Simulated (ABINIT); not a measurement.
# GaP (F-43m) in ABINIT: further runs

One crystal, GaP, is run at these levels: PBE, PBEsol; tasks: relaxation of cell and atoms, single point.

Everything below comes from runs of ABINIT 10.8.3 (patched build). Logs are shortened: lines on timing, memory, paths and dates and some standing lists are left out, and cuts for length are marked. The log counts tension as positive stress, the text compression.

**Experimental background.**

From “Stacking defects in GaP nanowires: Electronic structure and optical properties”, 2018, arxiv:1810.01194, for a bulk crystal of GaP at 10 K: band gap 2.34 eV (indirect).

The runs below are set against these values where they give the same quantity.

### Step 1. The structure

It takes space group F-43m (No. 216, cubic). The conventional cell has a = 5.451 Å, b = 5.451 Å, c = 5.451 Å, α = 90.00°, β = 90.00°, γ = 90.00°. Around Ga (site symmetry -43m) lie 4 P at 2.36 Å. Around P (site symmetry -43m) lie 4 Ga at 2.36 Å.

### Step 2. Relaxation of cell and atoms, PBE

Input file run.abi:

```
pp_dirpath "./"
pseudos "Ga.upf, P.upf"

acell 3*1.0
rprim
     0.0000000000     5.1499761211     5.1499761211
     5.1499761211     0.0000000000     5.1499761211
     5.1499761211     5.1499761211     0.0000000000
ntypat 2
znucl 31 15
natom 2
typat 1 2
chkprim 0
chksymtnons 0
tolsym 1.0e-6
xred
            0.0            0.0            0.0
            3/4            3/4            3/4

ecut 979.609905 eV
ecutsm 0.5

kptopt 1
ngkpt 6 6 6
nshiftk 1
shiftk 0.0 0.0 0.0

ixc 11

nband 13
occopt 3
tsmear 0.00183747

nstep 80
tolvrs 1.0e-12

iomode 3
prteig 0
prtebands 0
prtwf 0
prtden 0

ionmov 22
optcell 2
ntime 50
tolmxf 2.0e-5
dilatmx 1.08
```

Potentials or basis: PseudoDojo NC SR PBE v0.4.1 standard.

Run with:

```console
$ abinit run.abi > log 2>&1
```

run.abo:

```text
.Version 10.8.3 of ABINIT
 Symmetries : space group F-4 3 m (#216); Bravais cF (face-center cubic)
================================================================================
 Values of the parameters that define the memory need of the present run
     intxc =       0    ionmov =      22      iscf =       7    lmnmax =       6
     lnmax =       6     mgfft =      45  mpssoang =       3    mqgrid =    3001
     natom =       2  nloc_mem =       1    nspden =       1   nspinor =       1
    nsppol =       1      nsym =      24    n1xccc =    2501    ntypat =       2
    occopt =       3   xclevel =       2
       mpw =        3575          nfft =       91125          nkpt =          16
================================================================================
================================================================================

--------------------------------------------------------------------------------
------------- Echo of variables that govern the present computation ------------
--------------------------------------------------------------------------------
 -outvars: echo values of preprocessed input variables --------
            acell      1.0000000000E+00  1.0000000000E+00  1.0000000000E+00 Bohr
              amu      6.97230000E+01  3.09737620E+01
          chkprim           0
      chksymtnons           0
          dilatmx      1.08000000E+00
             ecut      3.60000000E+01 Hartree
           ecutsm      5.00000000E-01 Hartree
           ionmov          22
              ixc          11
         kptrlatt        6    0    0      0    6    0      0    0    6
          kptrlen      4.36989965E+01
            natom           2
            nband          13
            ngfft          45      45      45
             nkpt          16
            nstep          80
             nsym          24
            ntime          50
           ntypat           2
           occopt           3
          optcell           2
           prtden           0
        prtebands           0
           prteig           0
            prtwf           0
            rprim      0.0000000000E+00  5.1499761211E+00  5.1499761211E+00
                       5.1499761211E+00  0.0000000000E+00  5.1499761211E+00
                       5.1499761211E+00  5.1499761211E+00  0.0000000000E+00
          spgroup         216
           tolmxf      2.00000000E-05
           tolsym      1.00000000E-06
           tolvrs      1.00000000E-12
           tsmear      1.83747000E-03 Hartree
            typat      1  2
           xangst      0.0000000000E+00  0.0000000000E+00  0.0000000000E+00
                       4.0878749972E+00  4.0878749972E+00  4.0878749972E+00
            xcart      0.0000000000E+00  0.0000000000E+00  0.0000000000E+00
                       7.7249641816E+00  7.7249641816E+00  7.7249641816E+00
             xred      0.0000000000E+00  0.0000000000E+00  0.0000000000E+00
                       7.5000000000E-01  7.5000000000E-01  7.5000000000E-01
            znucl       31.00000   15.00000

================================================================================

 chkinp: Checking input parameters for consistency.

================================================================================
== DATASET  1 ==================================================================

--- !DatasetInfo
iteration_state: {dtset: 1, }
dimensions: {natom: 2, nkpt: 16, mband: 13, nsppol: 1, nspinor: 1, nspden: 1, mpw: 3575, }
cutoff_energies: {ecut:  36.0, pawecutdg:  -1.0, }
electrons: {nelect:   1.80000000E+01, charge:   0.00000000E+00, occopt:   3.00000000E+00, tsmear:   1.83747000E-03, }
meta: {optdriver: 0, ionmov: 22, optcell: 2, iscf: 7, paral_kgb: 0, }
...

 Exchange-correlation functional for the present dataset will be:
  GGA: Perdew-Burke-Ernzerhof functional - ixc=11
  J.P.Perdew, K.Burke, M.Ernzerhof, PRL 77, 3865 (1996)

 Real(R)+Recip(G) space primitive vectors, cartesian coordinates (Bohr,Bohr^-1):
 R(1)=  0.0000000  5.1499761  5.1499761  G(1)= -0.0970878  0.0970878  0.0970878
 R(2)=  5.1499761  0.0000000  5.1499761  G(2)=  0.0970878 -0.0970878  0.0970878
 R(3)=  5.1499761  5.1499761  0.0000000  G(3)=  0.0970878  0.0970878 -0.0970878
 Unit cell volume ucvol=  2.7317795E+02 bohr^3
 Angles (23,13,12)=  6.00000000E+01  6.00000000E+01  6.00000000E+01 degrees

 getcut: wavevector=  0.0000  0.0000  0.0000  ngfft=  45  45  45
         ecut(hartree)=     41.990   => boxcut(ratio)=   2.07106

--- Pseudopotential description ------------------------------------------------
- pspini: atom type   1  psp file is ./Ga.upf
  31.00000  13.00000  171031                  znucl, zion, pspdat
12 -101130 2 -1 1902                          pspcod,pspxc,lmax,lloc,mmax
     nproj     2     2     2

- pspini: atom type   2  psp file is ./P.upf
  15.00000   5.00000  171031                  znucl, zion, pspdat
12 -101130 2 -1 1298                          pspcod,pspxc,lmax,lloc,mmax
     nproj     2     2     2

   5.89557354E+02                                ecore*ucvol(ha*bohr**3)
--------------------------------------------------------------------------------

================================================================================

=== [ionmov=22] Limited-memory Broyden-Fletcher-Goldfarb-Shanno method
================================================================================

--- Iteration: ( 1/50) Internal Cycle: (1/1)
--------------------------------------------------------------------------------

---SELF-CONSISTENT-FIELD CONVERGENCE--------------------------------------------

--- !BeginCycle
iteration_state: {dtset: 1, itime: 1, icycle: 1, }
solver: {iscf: 7, nstep: 80, nline: 4, wfoptalg: 0, }
tolerances: {tolvrs: 1.00E-12, }
...

     iter   Etot(hartree)      deltaE(h)  residm     vres2
 ETOT  1  -81.614348359636    -8.161E+01 6.546E-01 1.728E+03
 ETOT  2  -83.154376118070    -1.540E+00 1.073E-01 2.321E+03
 ETOT  3  -83.385399366054    -2.310E-01 8.415E-03 3.571E+02
 ETOT  4  -83.413502262948    -2.810E-02 3.092E-03 1.206E+02
 ETOT  5  -83.427052199711    -1.355E-02 4.163E-04 4.163E+00
 ETOT  6  -83.427556193260    -5.040E-04 5.073E-04 1.938E-02
 ETOT  7  -83.427558348096    -2.155E-06 1.783E-05 6.574E-03
 ETOT  8  -83.427559209303    -8.612E-07 2.130E-05 1.259E-06
 ETOT  9  -83.427559209898    -5.953E-10 1.584E-06 9.893E-09
 ETOT 10  -83.427559209896     1.776E-12 2.193E-06 4.431E-09
 ETOT 11  -83.427559209897    -9.805E-13 1.570E-07 2.191E-10
 ETOT 12  -83.427559209902    -5.102E-12 2.251E-07 1.552E-11
 ETOT 13  -83.427559209899     3.482E-12 1.736E-08 4.128E-14
[... 445 lines left out ...]
 Gradient of E wrt nuclear positions in reduced coordinates (gred)
  0.00000000000000E+00  0.00000000000000E+00  0.00000000000000E+00
  0.00000000000000E+00  0.00000000000000E+00  0.00000000000000E+00
 Scale of Primitive Cell (acell) [bohr]
  7.36209053510683E+00  7.36209053510683E+00  7.36209053510683E+00
 Real space primitive translations (rprimd) [bohr]
  0.00000000000000E+00  5.20578414108334E+00  5.20578414108334E+00
  5.20578414108334E+00  0.00000000000000E+00  5.20578414108334E+00
  5.20578414108334E+00  5.20578414108334E+00  0.00000000000000E+00
 Unitary Cell Volume (ucvol) [Bohr^3]=  2.82155463272581E+02
 Angles (23,13,12)= [degrees]
  6.00000000000000E+01  6.00000000000000E+01  6.00000000000000E+01
 Lengths [Bohr]
  7.36209053510683E+00  7.36209053510683E+00  7.36209053510683E+00
 Stress tensor in cartesian coordinates (strten) [Ha/bohr^3]
  3.12772637078157E-08  0.00000000000000E+00  0.00000000000000E+00
  0.00000000000000E+00  3.12772637078157E-08  0.00000000000000E+00
  0.00000000000000E+00  0.00000000000000E+00  3.12772637034789E-08
 Total energy (etotal) [Ha]= -8.34279490212917E+01

 Difference of energy with previous step (new-old):
           Absolute (Ha)=-2.99767E-09
           Relative     =-3.59312E-11

 At Broyd/MD step   5, gradients are converged :
  max grad (force/stress) = 3.1277E-06 < tolmxf= 2.0000E-05 ha/bohr (free atoms)

================================================================================

 ----iterations are completed or convergence reached----

 Mean square residual over all n,k,spin=   73.555E-16; max=  13.102E-13
 reduced coordinates (array xred) for    2 atoms
      -0.000000000000     -0.000000000000      0.000000000000
       0.750000000000      0.750000000000      0.750000000000
 rms dE/dt=  0.0000E+00; max dE/dt=  0.0000E+00; dE/dt below (all hartree)
    1       0.000000000000      0.000000000000      0.000000000000
    2       0.000000000000      0.000000000000      0.000000000000

 cartesian coordinates (angstrom) at end:
    1     -0.00000000000000    -0.00000000000000    -0.00000000000000
    2      4.13217349570901     4.13217349570901     4.13217349570901

 cartesian forces (hartree/bohr) at end:
    1     -0.00000000000000    -0.00000000000000    -0.00000000000000
    2     -0.00000000000000    -0.00000000000000    -0.00000000000000
 frms,max,avg= 0.0000000E+00 0.0000000E+00   0.000E+00  0.000E+00  0.000E+00 h/b

 cartesian forces (eV/Angstrom) at end:
    1     -0.00000000000000    -0.00000000000000    -0.00000000000000
    2     -0.00000000000000    -0.00000000000000    -0.00000000000000
 frms,max,avg= 0.0000000E+00 0.0000000E+00   0.000E+00  0.000E+00  0.000E+00 e/A
 length scales=  7.362090535107  7.362090535107  7.362090535107 bohr
              =  3.895850533140  3.895850533140  3.895850533140 angstroms
 Fermi (or HOMO) energy (hartree) =   0.17684   Average Vxc (hartree)=  -0.35575
 Eigenvalues (hartree) for nkpt=  16  k points:
 kpt#   1, nband= 13, wtk=  0.00463, kpt=  0.0000  0.0000  0.0000 (reduced coord)
  -0.38509   -0.38509   -0.38509   -0.38188   -0.38188   -0.30181    0.14858    0.14858
   0.14858    0.20560    0.29164    0.29164    0.29164
      occupation numbers for kpt#   1
   2.00000    2.00000    2.00000    2.00000    2.00000    2.00000    2.00000    2.00000
   2.00000    0.00000    0.00000    0.00000    0.00000
 prteigrs : prtvol=0 or 1, do not print more k-points.

--- !EnergyTerms
iteration_state     : {dtset: 1, itime: 5, icycle: 1, }
comment             : Components of total free energy in Hartree
kinetic             :  6.52275354508775E+01
hartree             :  2.64073700512425E+01
xc                  : -2.29980527541804E+01
Ewald energy        : -4.77216732172709E+01
psp_core            :  2.08947701023302E+00
local_psp           : -6.92233713505686E+01
non_local_psp       : -3.72092342112642E+01
internal            : -8.34279490209311E+01
'-kT*entropy'       : -3.60642330449650E-10
total_energy        : -8.34279490212917E+01
total_energy_eV     : -2.27019014452838E+03
band_energy         : -4.11842557725781E+00
...

 Cartesian components of stress tensor (hartree/bohr^3)
  sigma(1 1)=  3.12772637E-08  sigma(3 2)=  0.00000000E+00
  sigma(2 2)=  3.12772637E-08  sigma(3 1)=  0.00000000E+00
  sigma(3 3)=  3.12772637E-08  sigma(2 1)=  0.00000000E+00

-Cartesian components of stress tensor (GPa)         [Pressure= -9.2021E-04 GPa]
- sigma(1 1)=  9.20208868E-04  sigma(3 2)=  0.00000000E+00
- sigma(2 2)=  9.20208868E-04  sigma(3 1)=  0.00000000E+00
- sigma(3 3)=  9.20208868E-04  sigma(2 1)=  0.00000000E+00

== END DATASET(S) ==============================================================
================================================================================

 -outvars: echo values of variables after computation  --------
            acell      7.3620905351E+00  7.3620905351E+00  7.3620905351E+00 Bohr
           etotal     -8.3427949021E+01
            fcart     -0.0000000000E+00 -0.0000000000E+00 -0.0000000000E+00
                      -0.0000000000E+00 -0.0000000000E+00 -0.0000000000E+00
            rprim      0.0000000000E+00  7.0710678119E-01  7.0710678119E-01
                       7.0710678119E-01  0.0000000000E+00  7.0710678119E-01
                       7.0710678119E-01  7.0710678119E-01  0.0000000000E+00
           strten      3.1277263708E-08  3.1277263708E-08  3.1277263703E-08
                       0.0000000000E+00  0.0000000000E+00  0.0000000000E+00
           xangst     -5.5954642388E-44 -1.0341289599E-43 -5.5239973405E-28
                       4.1321734957E+00  4.1321734957E+00  4.1321734957E+00
             xred     -1.0026195681E-28 -1.0026195681E-28  1.0026195681E-28
                       7.5000000000E-01  7.5000000000E-01  7.5000000000E-01
 Calculation completed.
```

Run time: 2.3 min. Hardware: 1 thread of Arm Neoverse V1, shared host; peak memory 0.09 GiB.

What came out:

- Free energy: -2270.1901 eV
- Band gap on the k mesh: 1.55 eV, direct

Caveat: the cutoff is too short for stress, so the log's stress isn't used. As with any semilocal functional, this PBE gap is likely too small.

### Step 3. Single point, PBE (cell relaxed)

Input file run.abi:

```
# Pseudopotentials
pp_dirpath "./"
pseudos "Ga.upf, P.upf"

# Structure
acell 3*1.0
rprim
     0.0000000000     5.2057841367     5.2057841367
     5.2057841367     0.0000000000     5.2057841367
     5.2057841367     5.2057841367     0.0000000000
ntypat 2
znucl 31 15
natom 2
typat 1 2
xred
     0.0000000000     0.0000000000     0.0000000000
     0.7500000000     0.7500000000     0.7500000000
chkprim 0
chksymtnons 0
tolsym 1.0e-6

# Plane-wave basis
ecut 36.0

# k points
kptopt 1
ngkpt 6 6 6
nshiftk 1
shiftk 0.0 0.0 0.0

# Exchange and correlation
ixc 11

# Bands and occupations
nband 13
occopt 3
tsmear 0.05 eV

# SCF cycle
nstep 100
tolvrs 1.0e-10

# Output
iomode 3
prtwf 0
prteig 0
prtebands 0
prtvol 2
prtden 1
prtvha 1
prtvclmb 1
prtpot 1
prtelf 1
```

Potentials or basis: PseudoDojo NC SR PBE v0.4.1 standard.

Run with:

```console
$ abinit run.abi > log 2>&1
```

It took 23 s on 1 thread of Arm Neoverse V1, shared host; peak memory 0.08 GiB.

It converged, with:

| Property | Result |
| --- | --- |
| Free energy | -2270.1928 eV |
| Band gap on the k mesh | 1.55 eV, direct |
| Valence electrons inside the program's atomic spheres | Ga 10.84; P 2.81 |

Levels at points of the mesh, in eV from the valence-band top:
| k point | band 7 | band 8 | band 9 | band 10 | band 11 | band 12 |
| --- | --- | --- | --- | --- | --- | --- |
| (0.00, 0.00, 0.00) | 0.00 | 0.00 | 0.00 | 1.55 | 3.89 | 3.89 |
| (0.50, 0.00, 0.00) | -6.45 | -1.07 | -1.07 | 1.57 | 4.72 | 4.72 |
| (0.50, 0.50, 0.00) | -6.61 | -2.57 | -2.57 | 1.72 | 1.85 | 10.33 |

Caveat: the cutoff is too short for stress, so the log's stress isn't used. A k mesh can miss the band edges.

### Step 4. Single point, PBE

Input file run.abi:

```
pp_dirpath "./"
pseudos "Ga.GGA_PBE-JTH.xml, P.GGA_PBE-JTH.xml"

acell 3.8540855109 3.8540855109 3.8540855109 Angstrom
rprim
     0.0000000000     0.7071067812     0.7071067812
     0.7071067812     0.0000000000     0.7071067812
     0.7071067812     0.7071067812     0.0000000000
ntypat 2
znucl 31 15
natom 2
typat 1 2
xred
     0.0000000000     0.0000000000     0.0000000000
     0.7500000000     0.7500000000     0.7500000000

ecut 15.0
pawecutdg 30.0

kptopt 1
ngkpt 6 6 6
nshiftk 1
shiftk 0.0 0.0 0.0

ixc 11

nband 13
occopt 3
tsmear 0.05 eV

nstep 100
tolvrs 1.0e-9

iomode 3
prtwf 0
prtden 0
prteig 0
prtebands 0
prtvol 2
```

Potentials or basis: JTH PAW PBE v2.0.

Run with:

```console
$ abinit run.abi > log 2>&1
```

Run time: 7.4 s. Hardware: 1 thread of Arm Neoverse V1, shared host; peak memory 0.09 GiB.

The run converged. Its results:

```yaml
Free_energy: -2334.0142 eV
Pressure: 2.5 GPa
Band_gap_on_the_k_mesh: 1.66 eV, indirect (least direct gap 1.82 eV)
Valence_electrons_inside_the_program's_atomic_spheres: Ga 11.10; P 1.62
```

Levels at points of the mesh, in eV from the valence-band top:
```csv
k point,band 6,band 7,band 8,band 9,band 10,band 11,band 12,band 13
"(0.00, 0.00, 0.00)",-12.50,0.00,0.00,0.00,1.82,3.90,3.90,3.90
"(0.50, 0.00, 0.00)",-10.43,-6.64,-1.12,-1.12,1.67,4.73,4.73,8.28
"(0.50, 0.50, 0.00)",-9.53,-6.76,-2.69,-2.69,1.66,1.83,10.60,10.60
```

[end of part 1 of 2]
